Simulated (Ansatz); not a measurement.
Band gaps on a Γ-centred 6×6×6 mesh, computed with PBE in Ansatz (all-electron LAPW, point nucleus), no spin polarisation, no spin–orbit coupling.

Question: Which crystal has a gap of 0.43 eV, direct?
A. CsCl (CsCl, a = 4.200 Å)
B. PbSe (rock salt, a = 6.210 Å)
C. YN (rock salt, a = 4.920 Å)
D. ZnS (zinc blende, a = 5.450 Å)
E. AlP (zinc blende, a = 5.510 Å)
F. BaO (rock salt, a = 5.590 Å)

Answer: B. PbSe 0.43 eV, direct; YN 0.21 eV, indirect; CsCl 5.03 eV, direct; ZnS 2.00 eV, direct; BaO 2.13 eV, direct; AlP 1.63 eV, indirect.

A gap read on the mesh is an upper bound of this method's gap, since the mesh can miss a band edge. Spin–orbit coupling is left out; with heavy elements it can shift the gap and split levels by tenths of an eV. Semilocal functionals give gaps that mostly lie well below measured ones.
